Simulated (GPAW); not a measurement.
# SnO2: band structure with r2SCAN

SnO2:

```
Sn O
1.0
     1.61709    0.93363    4.80059
    -1.61709    0.93363    4.80059
     0.00000   -1.86726    4.80059
Sn O
1 2
Direct
  0.50000 0.50000 0.50000
  0.76283 0.76283 0.76283
  0.23717 0.23717 0.23717
```

Measurements of this composition are mostly on another form, of space group No. 136.

- Program: GPAW 26.7.0
- Task: band structure
- Functional: r2SCAN
- Potentials or basis: GPAW PAW data sets (gpaw-data 1.2.1)
- Cutoff: 800 eV
- Basis: pw
- k mesh: 6 × 6 × 6
- Occupations: fermi-dirac, width 0.05 eV
- Spin: no spin polarisation
- Maxiter: 150
- Band path: GLB1,BZGX,QFP1Z,LP
- Band points: 60

```yaml
Pressure: -8.0 GPa
Largest_force: 0.697 eV/Å
Band_gap_on_the_k_mesh: 2.47 eV, indirect (least direct gap 2.58 eV)
Band_gap_along_the_path: 2.47 eV, indirect (least direct gap 2.58 eV)
```

Forces in eV/Å, atoms in the order of the input:
```
Sn   0.000  0.000  0.000
O    0.000  0.000  0.697
O    0.000  0.000 -0.697
```

Stress tensor (GPa, compression positive):
```
-8.69  0.00  0.00
 0.00 -8.69  0.00
 0.00  0.00 -6.65
```

Levels at the corners of the path, in eV from the valence-band top:
```tsv
point	band 9	band 10	band 11	band 12	band 13	band 14	band 15
Γ	-1.25	-1.25	-0.87	-0.87	-0.11	2.47	6.43
L	-4.13	-2.93	-1.48	-0.56	-0.56	6.01	8.51
B1	-3.85	-3.49	-2.49	-0.29	-0.28	6.72	10.24
B	-3.85	-3.49	-2.49	-0.29	-0.28	6.72	10.24
Z	-1.32	-1.32	-1.25	-0.82	-0.82	3.72	6.30
Γ	-1.25	-1.25	-0.87	-0.87	-0.11	2.47	6.43
X	-3.70	-3.63	-2.56	-0.29	-0.29	6.75	10.24
Q	-3.70	-3.63	-2.56	-0.29	-0.29	6.75	10.24
F	-4.37	-3.03	-1.15	-0.42	-0.02	5.73	7.68
P1	-4.27	-2.99	-1.18	-0.45	-0.21	5.79	7.95
Z	-1.32	-1.32	-1.25	-0.82	-0.82	3.72	6.30
L	-4.13	-2.93	-1.48	-0.56	-0.56	6.01	8.51
P	-4.27	-2.99	-1.18	-0.45	-0.21	5.79	7.95
```

Run time: 13 min on 1 thread of Intel(R) Xeon(R) Processor @ 2.70GHz, with other jobs on the host, peak memory 0.49 GiB.

Caveat: the PAW data sets were made with another functional, which shifts forces and pressure a little; spin-orbit coupling is left out, which moves the levels of the heavy elements; the program warned that so skewed a cell can give wrong results. r2SCAN opens gaps a little over a GGA but as a rule still falls short of measured ones.
